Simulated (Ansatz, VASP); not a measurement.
**Two plane-wave programs on ZrS**

POSCAR

```
ZrS
1.0
    0.0000000000      2.6250000000      2.6250000000
    2.6250000000      0.0000000000      2.6250000000
    2.6250000000      2.6250000000      0.0000000000
Zr S
1 1
Direct
    0.0000000000      0.0000000000      0.0000000000
    0.5000000000      0.5000000000      0.5000000000
```

Contents of INCAR.step1:

```
PREC     = Accurate       # precision mode
ENCUT    = 520            # plane-wave cutoff, eV
ISMEAR   = 0              # smearing method
SIGMA    = 0.1            # smearing width, eV
LREAL    = False          # projectors in reciprocal space
LASPH    = True           # aspherical terms in the spheres
NELM     = 80             # most SCF steps
NBANDS   = 16             # bands
GGA      = PE             # functional
ALGO     = Normal         # electronic algorithm
EDIFF    = 1E-4           # SCF threshold, eV
LWAVE    = True           # write WAVECAR
LCHARG   = False          # write CHGCAR
```

File INCAR.step2:

```
PREC     = Accurate       # precision mode
ENCUT    = 520            # plane-wave cutoff, eV
EDIFF    = 1E-6           # SCF threshold, eV
ISMEAR   = 0              # smearing method
SIGMA    = 0.1            # smearing width, eV
LREAL    = False          # projectors in reciprocal space
LASPH    = True           # aspherical terms in the spheres
NELM     = 80             # most SCF steps
ALGO     = Normal         # electronic algorithm
ISIF     = 2              # what is computed and relaxed
LWAVE    = False          # write WAVECAR
LCHARG   = True           # write CHGCAR
METAGGA  = R2SCAN         # meta-GGA
LMIXTAU  = True         
LELF     = True           # ELF
LVHAR    = True         
NBANDS   = 16             # bands
ISTART   = 1
```

Contents of KPOINTS:

```
Automatic mesh
0
Gamma
  14 14 14
```

Input for Ansatz:

```yaml
crystal:
  lattice:
    - [0.0, 2.625, 2.625]
    - [2.625, 0.0, 2.625]
    - [2.625, 2.625, 0.0]
  atoms:
    - { symbol: Zr, position: [0.0, 0.0, 0.0] }
    - { symbol: S, position: [0.5, 0.5, 0.5] }
basis:
  ecutwfc: 500
kpoints:
  mp_grid: { grid: [14, 14, 14] }
hamiltonian:
  xc: r2scan
scf:
  occupations: { method: gaussian, width: 0.1 }
output:
  forces: true
  stress: true
  eigenvalues: true
  populations: true
```

Alike in both runs: task single point; functional r2SCAN; k mesh 14 × 14 × 14; occupations gaussian, width 0.1 eV; no spin polarisation.

|  | VASP | Ansatz |
| --- | --- | --- |
| version | VASP 6.6.1 | Ansatz 0.2.0 |
| potentials or method | VASP PAW PBE potentials, release 64 (Zr_sv, S) | scalar-relativistic, plane waves, PAW |
| plane-wave cutoff (eV) | 520 | 500 |
| valence electrons in the cell | 18 | 18 |

|  | VASP | Ansatz | Ansatz less VASP |
| --- | --- | --- | --- |
| gap on the k mesh at the Fermi level (eV) | none | none | - |
| pressure (GPa) | -2.0 | -2.0 | 0.00 |

A gap of «none» marks a metal or a gap that the smearing closes. With one functional, cell and mesh, what is left measures potentials, basis and numerics.

Caveats: the PAW data sets were made with another functional, which shifts forces and pressure a little (VASP).
